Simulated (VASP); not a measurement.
# Mg (Fm-3m) in VASP: a series of runs

One crystal, Mg, is run at these levels: RPBE; tasks: single point.

Everything below comes from runs of VASP 6.6.1. Logs are shortened: lines on timing, memory, paths and dates and some standing lists are left out, and cuts for length are marked.

## (1) The crystal as given

Symmetry: Fm-3m, No. 225, cubic system. The conventional cell has a = 4.632 Å, b = 4.632 Å, c = 4.632 Å, α = 90.00°, β = 90.00°, γ = 90.00°. Around Mg (site symmetry m-3m) lie 12 Mg at 3.28 Å.

This isn't the form of Mg at room conditions, which is hcp.

## (2) Single point, RPBE

INCAR

```
PREC     = Accurate       # precision mode
ENCUT    = 520            # plane-wave cutoff, eV
EDIFF    = 1E-6           # SCF threshold, eV
ISMEAR   = -1             # smearing method
SIGMA    = 0.1            # smearing width, eV
LREAL    = F              # projectors in reciprocal space
LASPH    = T              # aspherical terms in the spheres
NELM     = 100            # most SCF steps
ALGO     = Normal         # electronic algorithm
ISIF     = 2              # what is computed and relaxed
LWAVE    = F              # write WAVECAR
LCHARG   = F              # write CHGCAR
GGA      = RP             # functional
NBANDS   = 7              # bands
```

KPOINTS

```
regular mesh
0
Gamma
  13 13 13
```

POSCAR

```
Mg
1.0
    0.0000000000      2.3159305174      2.3159305174
    2.3159305174      0.0000000000      2.3159305174
    2.3159305174      2.3159305174      0.0000000000
Mg
1
Direct
    0.0000000000      0.0000000000      0.0000000000
```

Potentials or basis: VASP PAW PBE potentials, release 64 (Mg).

Run with:

```bash
$ cat potpaw_PBE.64/Mg/POTCAR > POTCAR
$ mpirun -np 1 vasp_std > vasp.out
```

OUTCAR:

```text
PREC = Accurate
   ENCUT = 520
   EDIFF = 1E-6
   ISMEAR = -1
   LREAL = F
   LASPH = T
   NELM = 100
   ISIF = 2
   GGA = RP

 ion  position               nearest neighbor table
   1  0.000  0.000  0.000-

  LATTYP: Found a face centered cubic cell.
 ALAT       =     4.6318610348

  Lattice vectors:

 A1 = (   0.0000000000,   2.3159305174,   2.3159305174)
 A2 = (   2.3159305174,   0.0000000000,   2.3159305174)
 A3 = (   2.3159305174,   2.3159305174,   0.0000000000)

Analysis of symmetry for initial positions (statically):
=====================================================================
 Subroutine PRICEL returns:
 Original cell was already a primitive cell.

 Routine SETGRP: Setting up the symmetry group for a
 face centered cubic supercell.

 Subroutine GETGRP returns: Found 48 space group operations
 (whereof 48 operations were pure point group operations)
 out of a pool of 48 trial point group operations.

The static configuration has the point symmetry O_h .

Analysis of symmetry for dynamics (positions and initial velocities):
=====================================================================
 Subroutine PRICEL returns:
 Original cell was already a primitive cell.

 Routine SETGRP: Setting up the symmetry group for a
 face centered cubic supercell.

 Subroutine GETGRP returns: Found 48 space group operations
 (whereof 48 operations were pure point group operations)
 out of a pool of 48 trial point group operations.

The dynamic configuration has the point symmetry O_h .

 Subroutine INISYM returns: Found 48 space group operations
 (whereof 48 operations are pure point group operations),
 and found     1 'primitive' translations

----------------------------------------------------------------------------------------

                                     Primitive cell

  volume of cell :      24.8431

  direct lattice vectors                    reciprocal lattice vectors
     0.000000000  2.315930517  2.315930517    -0.215895942  0.215895942  0.215895942
     2.315930517  0.000000000  2.315930517     0.215895942 -0.215895942  0.215895942
     2.315930517  2.315930517  0.000000000     0.215895942  0.215895942 -0.215895942

  length of vectors
     3.275220347  3.275220347  3.275220347     0.373942740  0.373942740  0.373942740

  position of ions in fractional coordinates (direct lattice)
     0.000000000  0.000000000  0.000000000

  ion indices of the primitive-cell ions
   primitive index   ion index
                 1           1

----------------------------------------------------------------------------------------

 KPOINTS: regular mesh

Automatic generation of k-mesh.
 Grid dimensions read from file:
 generate k-points for:   13   13   13

 Generating k-lattice:

  Cartesian coordinates                     Fractional coordinates (reciprocal lattice)
    -0.016607380  0.016607380  0.016607380     0.076923077  0.000000000  0.000000000
     0.016607380 -0.016607380  0.016607380     0.000000000  0.076923077  0.000000000
     0.016607380  0.016607380 -0.016607380     0.000000000  0.000000000  0.076923077

  Length of vectors
     0.028764826  0.028764826  0.028764826

  Shift w.r.t. Gamma in fractional coordinates (k-lattice)
     0.000000000  0.000000000  0.000000000

 Subroutine IBZKPT returns following result:
 ===========================================

 Found     84 irreducible k-points:

 Following reciprocal coordinates:
            Coordinates               Weight
  0.000000  0.000000  0.000000      1.000000
  0.076923  0.000000  0.000000      8.000000
  0.153846  0.000000  0.000000      8.000000
  0.230769  0.000000  0.000000      8.000000
  0.307692  0.000000  0.000000      8.000000
  0.384615  0.000000  0.000000      8.000000
[... 16 lines left out ...]
  0.384615  0.153846  0.000000     24.000000
  0.461538  0.153846  0.000000     24.000000
 [... further k-points ...]
   k-points           NKPTS =     84   k-points in BZ     NKDIM =     84   number of bands    NBANDS=      7
   number of dos      NEDOS =    301   number of ions     NIONS =      1
   total plane-waves  NPLWV =  13824
   dimension x,y,z NGX =    24 NGY =   24 NGZ =   24
   dimension x,y,z NGXF=    48 NGYF=   48 NGZF=   48
   ions per type =               1
   NGX,Y,Z   is equivalent  to a cutoff of  12.18, 12.18, 12.18 a.u.
   NGXF,Y,Z  is equivalent  to a cutoff of  24.36, 24.36, 24.36 a.u.
 SYSTEM =  unknown system
   PREC   = accura    normal or accurate (medium, high low for compatibility)
   ISTART =      0    job   : 0-new  1-cont  2-samecut
   ICHARG =      2    charge: 1-file 2-atom 10-const
   ISPIN  =      1    spin polarized calculation?
   LNONCOLLINEAR =      F non collinear calculations
   LSORBIT =      F    spin-orbit coupling
   LASPH  =      T    aspherical Exc in radial PAW
   ENCUT  =  520.0 eV  38.22 Ry    6.18 a.u.   6.09  6.09  6.09*2*pi/ulx,y,z
   NELM   =    100;   NELMIN=  2; NELMDL= -5     # of ELM steps
   EDIFF  = 0.1E-05   stopping-criterion for ELM
   LREAL  =      F    real-space projection
   EDIFFG = 0.1E-04   stopping-criterion for IOM
   NSW    =      0    number of steps for IOM
   IBRION =     -1    ionic relax: 0-MD 1-quasi-New 2-CG
   NFREE  =      0    steps in history (QN), initial steepest desc. (CG)
   ISIF   =      2    stress and relaxation
   ISYM   =      2    0-nonsym 1-usesym 2-fastsym
   POTIM  = 0.5000    time-step for ionic-motion
   TEBEG  =    0.0;   TEEND  =   0.0 temperature during run
   PSTRESS=    0.0 pullay stress
   NELECT =       2.0000    total number of electrons
   NUPDOWN=      -1.0000    fix difference up-down
   EMIN   =  10.00;   EMAX   =-10.00  energy-range for DOS
   EFERMI =   0.00;   METHOD = LEGACY
   ISMEAR =    -1;   SIGMA  =   0.10  broadening in eV -4-tet -1-fermi 0-gaus
   EFERMI_NEDOS =   21; number of points for ismear=-14 and -15
   IALGO  =     38    algorithm
   IMIX   =      4    mixing-type and parameters
     AMIX     =   0.40;   BMIX     =  1.00
     AMIX_MAG =   1.60;   BMIX_MAG =  1.00
  volume/ion in A,a.u.               =      24.84       167.65
  Fermi-wavevector in a.u.,A,eV,Ry     =   0.706886  1.335821  6.798663  0.499688
  Thomas-Fermi vector in A             =   1.792786
   LORBIT       =      0    0 simple, 1 ext, 2 COOP (PROOUT), +10 PAW based schemes
   GGA     = RP    functional components
   LHFCALC =     F    Hartree Fock is set to
   AEXX    =    0.0000 exact exchange contribution
   IVDW    =     0    specifies the selected vdW correction
   LEPSILON=     F    determine dielectric tensor
   LRPA    =     F    only Hartree local field effects (RPA)
 non-spin polarized calculation
  energy-cutoff  :      520.00
  volume of cell :       24.84
 maximum number of plane-waves:       684
   NGX = 13   NGY = 13   NGZ = 13

 number of electron       2.0000000 magnetization

 Free energy of the ion-electron system (eV)
  ---------------------------------------------------
  ext. energy  EPLUGINS =         0.00000000
  ---------------------------------------------------
  free energy    TOTEN  =        -1.33109362 eV

  energy without entropy =       -1.31569782  energy(sigma->0) =       -1.32339572

 E-fermi :   2.3322     XC(G=0):  -8.1567

 val. band max:        2.3164475922   @ k =  -0.3077   0.3846   0.0769
 cond. band min:       2.3825550571   @ k =   0.4615   0.0769   0.0000
 fundamental gap:      0.0661074649
 Fermi energy:         2.3322082669

 k-point     1 :       0.0000    0.0000    0.0000
  band No.  band energies     occupation
      1      -4.2597      2.00000
      2      14.2222      0.00000
      3      14.2222      0.00000
      4      14.2222      0.00000
      5      15.8311      0.00000
      6      15.8311      0.00000
      7      15.8311      0.00000

 k-point     2 :       0.0769    0.0000    0.0000
  band No.  band energies     occupation
      1      -4.1349      2.00000
      2      12.3837      0.00000
      3      13.9029      0.00000
      4      13.9029      0.00000
      5      15.8855      0.00000
      6      16.3633      0.00000
      7      16.3633      0.00000

 k-point     3 :       0.1538    0.0000    0.0000
  band No.  band energies     occupation
      1      -3.7616      2.00000
      2       9.9461      0.00000
      3      13.4247      0.00000
      4      13.4247      0.00000
      5      15.5608      0.00000
      6      17.4106      0.00000
      7      17.4106      0.00000

 k-point     4 :       0.2308    0.0000    0.0000
  band No.  band energies     occupation
      1      -3.1422      2.00000
      2       7.6111      0.00000
      3      13.0780      0.00000
      4      13.0780      0.00000
      5      15.2587      0.00000
      6      16.4037      0.00000
      7      16.4037      0.00000

 k-point     5 :       0.3077    0.0000    0.0000
  band No.  band energies     occupation
      1      -2.2813      2.00000
      2       5.4461      0.00000
      3      12.9149      0.00000
      4      12.9149      0.00000
      5      15.1000      0.00000
      6      15.3200      0.00000
      7      15.3200      0.00000

 k-point     6 :       0.3846    0.0000    0.0000
  band No.  band energies     occupation
      1      -1.1850      2.00000
      2       3.4754      0.00002
      3      12.9423      0.00000
      4      12.9423      0.00000
      5      14.4504      0.00000
      6      14.4504      0.00000
      7      15.1147      0.00000

 k-point     7 :       0.4615    0.0000    0.0000
  band No.  band energies     occupation
      1       0.1319      2.00000
      2       1.7202      1.99561
      3      13.1211      0.00000
      4      13.1211      0.00000
      5      13.8484      0.00000
      6      13.8484      0.00000
      7      15.2381      0.00000
[... 121 lines left out ...]
 k-point    20 :       0.1538    0.1538    0.0000
  band No.  band energies     occupation
      1      -3.5960      2.00000
      2      11.5217      0.00000
      3      11.7590      0.00000
      4      11.7590      0.00000
      5      14.0191      0.00000
      6      14.9257      0.00000
      7      19.3636      0.00000

 k-point    21 :       0.2308    0.1538    0.0000
  band No.  band energies     occupation
      1      -3.1422      2.00000
      2       9.4444      0.00000
      3      11.2349      0.00000
      4      11.9412      0.00000
      5      13.1216      0.00000
      6      14.6069      0.00000
      7      19.5513      0.00000

 k-point    22 :       0.3077    0.1538    0.0000
  band No.  band energies     occupation
      1      -2.4448      2.00000
      2       7.2334      0.00000
      3      10.9214      0.00000
      4      11.4999      0.00000
      5      12.2895      0.00000
      6      15.7409      0.00000
      7      18.8369      0.00000

 k-point    23 :       0.3846    0.1538    0.0000
  band No.  band energies     occupation
      1      -1.5087      2.00000
      2       5.1607      0.00000
      3      10.6482      0.00000
      4      10.8196      0.00000
      5      12.0453      0.00000
      6      17.3354      0.00000
      7      17.8634      0.00000

 k-point    24 :       0.4615    0.1538    0.0000
  band No.  band energies     occupation
      1      -0.3420      2.00000
      2       3.2750      0.00016
      3       9.8516      0.00000
      4      10.9303      0.00000
      5      12.1389      0.00000
      6      17.0586      0.00000
      7      18.6458      0.00000

 [... further k-points ...]

------------------------ aborting loop because EDIFF is reached ----------------------------------------

  FORCE on cell =-STRESS in cart. coord.  units (eV):
  Direction    XX          YY          ZZ          XY          YZ          ZX
  --------------------------------------------------------------------------------------
  -------------------------------------------------------------------------------------
  Total       -0.2101334     -0.2101334     -0.2101334      0.0000000     -0.0000000     -0.0000000
  in kB      -13.5518630    -13.5518630    -13.5518630      0.0000000     -0.0000000     -0.0000000
  external PRESSURE =     -13.5518630 kB  Pullay stress =       0.0000000 kB

 VOLUME and BASIS-vectors are now :
 -----------------------------------------------------------------------------
  energy-cutoff  :      520.00
  volume of cell :       24.84
      direct lattice vectors                 reciprocal lattice vectors
     0.000000000  2.315930517  2.315930517    -0.215895942  0.215895942  0.215895942
     2.315930517  0.000000000  2.315930517     0.215895942 -0.215895942  0.215895942
     2.315930517  2.315930517  0.000000000     0.215895942  0.215895942 -0.215895942

 POSITION                                       TOTAL-FORCE (eV/Angst)
 -----------------------------------------------------------------------------------
      0.00000      0.00000      0.00000         0.000000     -0.000000     -0.000000
 -----------------------------------------------------------------------------------
    total drift:                               -0.000000      0.000000     -0.000000

  FREE ENERGIE OF THE ION-ELECTRON SYSTEM (eV)
  ---------------------------------------------------
  free  energy   TOTEN  =        -1.3310936214 eV

  energy  without entropy=       -1.3156978178  energy(sigma->0) =       -1.32339572
```

Wall time 5.1 s (1 thread of Intel Xeon Platinum 8488C (Sapphire Rapids), shared host); peak memory 0.14 GiB.

What came out:

* Free energy: -1.3311 eV
* Pressure: -1.4 GPa
* Band gap on the k mesh: none (metal or under the smearing width)

Levels at points of the mesh, in eV from the Fermi level:
| k point | band 1 | band 2 | band 3 | band 4 | band 5 | band 6 |
| --- | --- | --- | --- | --- | --- | --- |
| (0.00, 0.00, 0.00) | -6.59 | 11.89 | 11.89 | 11.89 | 13.50 | 13.50 |

Caveat: the PAW data sets were made with another functional, which shifts forces and pressure a little.

## (3) Single point, RPBE

This run uses another cell than the first one, of 22.93 Å³/atom, 0.923 times its volume.

INCAR

```
SYSTEM = Mg
PREC = Accurate ; ENCUT = 520
EDIFF = 1E-7 ; ISMEAR = -1
SIGMA = 0.1 ; LREAL = .FALSE.
LASPH = .TRUE. ; NELM = 80
ALGO = Normal ; ISIF = 2
LWAVE = .FALSE. ; LCHARG = .FALSE.
GGA = RP ; NBANDS = 7
```

KPOINTS

```
regular mesh
0
G
  13 13 13
  0 0 0
```

POSCAR

```
Mg
1.0
    0.0000000000      2.2549564397      2.2549564397
    2.2549564397      0.0000000000      2.2549564397
    2.2549564397      2.2549564397      0.0000000000
Mg
1
Direct
    0.0000000000      0.0000000000      0.0000000000
```

Potentials or basis: VASP PAW PBE potentials, release 64 (Mg).

Run with:

```bash
$ cat potpaw_PBE.64/Mg/POTCAR > POTCAR
$ mpirun -np 1 vasp_std > vasp.out
```

Run time: 5 s. Hardware: 1 thread of Intel Xeon Platinum 8488C (Sapphire Rapids), shared host; peak memory 0.13 GiB.

The run converged. Its results:

| Item | Value |
| --- | --- |
| Free energy | -1.3323 eV |
| Pressure | 1.3 GPa |
| Band gap on the k mesh | none (metal or under the smearing width) |

Levels at points of the mesh, in eV from the Fermi level:
| k point | band 1 | band 2 | band 3 | band 4 |
| --- | --- | --- | --- | --- |
| (0.00, 0.00, 0.00) | -6.92 | 12.39 | 12.39 | 12.39 |

Caveat: the PAW data sets were made with another functional, which shifts forces and pressure a little.
